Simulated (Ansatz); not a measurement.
**KCl: response to strain**

Aim: deform KCl (zz strain of +1 %) and compute stress, forces and field gradients with LAPW, PAW and all-electron datasets made for the crystal.

Computed with Ansatz 0.2.0 (DFT PBE, scalar-relativistic, unless a step's input says otherwise).

## Step 1: Starting point

It takes space group Pm-3m (No. 221, cubic). Conventional cell: a = 3.634 Å, b = 3.634 Å, c = 3.634 Å, α = 90.00°, β = 90.00°, γ = 90.00°. K (site symmetry m-3m) has 8 Cl at 3.15 Å as nearest neighbours. Cl (site symmetry m-3m) has 8 K at 3.15 Å as nearest neighbours.

Structure file:

```cif
data_structure
_symmetry_space_group_name_H-M 'P 1'
_symmetry_Int_Tables_number 1
_cell_length_a 3.6340
_cell_length_b 3.6340
_cell_length_c 3.6340
_cell_angle_alpha 90.000
_cell_angle_beta 90.000
_cell_angle_gamma 90.000
_cell_volume 47.99
loop_
_atom_site_label
_atom_site_type_symbol
_atom_site_fract_x
_atom_site_fract_y
_atom_site_fract_z
_atom_site_occupancy
K1 K 0.00000 0.00000 0.00000 1
Cl1 Cl 0.50000 0.50000 0.50000 1
```

Atoms are numbered in the order of the input: K1, Cl2.

## Step 2: The deformed structure

Space group Pm-3m before, P4/mmm after.

## Step 3: All-electron LAPW

File input.yaml:

```yaml
crystal:
  lattice:
    - [3.634, 0.0, 0.0]
    - [0.0, 3.634, 0.0]
    - [0.0, 0.0, 3.67034]
  atoms:
    - { symbol: K, position: [0.0, 0.0, 0.0] }
    - { symbol: Cl, position: [0.5, 0.5, 0.5] }
kpoints:
  mp_grid: { grid: [7, 7, 7] }
  band_path:
    path:
      - [0.0, 0.0, 0.0]
      - [0.0, 0.5, 0.0]
      - [0.5, 0.5, 0.0]
      - [0.0, 0.0, 0.0]
      - [0.0, 0.0, 0.5]
      - [0.0, 0.5, 0.5]
      - [0.5, 0.5, 0.5]
      - [0.0, 0.0, 0.5]
      - [0.0, 0.5, 0.0]
    npoints: 5
scf:
  occupations: { method: fermi_dirac, width: 0.02 }
hamiltonian:
  xc: pbe
  pseudopotentials: { kind: all_electron, lapw: { basis_error: 0.0005 } }
output:
  forces: true
  stress: true
  eigenvalues: true
```

The run is started by

```sh
ansatz run input.yaml --threads 1 --pin off --max-ram 3072MiB --backend cpu --events-out ev --progress --plain --runs-dir out
```

## Step 4: Frozen-core PAW

File input.yaml:

```yaml
crystal:
  lattice:
    - [3.634, 0.0, 0.0]
    - [0.0, 3.634, 0.0]
    - [0.0, 0.0, 3.67034]
  atoms:
    - { symbol: K, position: [0.0, 0.0, 0.0] }
    - { symbol: Cl, position: [0.5, 0.5, 0.5] }
kpoints:
  mp_grid: { grid: [7, 7, 7] }
scf:
  occupations: { method: fermi_dirac, width: 0.02 }
hamiltonian:
  xc: pbe
  pseudopotentials: { kind: paw }
output:
  forces: true
  stress: true
  eigenvalues: true
  efg: { contact_densities: true }
```

## Step 5: All-electron PAW on datasets made for the crystal

Changes to input.yaml since step 4:

```diff
@@ -14,3 +14,3 @@
   xc: pbe
-  pseudopotentials: { kind: paw }
+  pseudopotentials: { kind: all_electron, datasets: crystal }
 output:
```

(Steps that only read results are left out.)

What does the calculation give? Wanted: pressure; largest shear or deviatoric stress.

The runs gave:

| quantity | value |
| --- | --- |
| pressure | LAPW 4.09, PAW 4.09, crystal datasets 4.09 GPa |
| largest shear or deviatoric stress (LAPW) | 0.34 GPa |

**Reading.** The largest part of the stress beyond the pressure is 0.34 GPa in size, in the zz component; the atoms are carried along and not relaxed. No run of the undeformed cell stands beside it, so the pressure holds what the given cell had before the change. PAW: stress within 0.01 GPa of LAPW. Crystal datasets: stress within 0.01 GPa of LAPW.
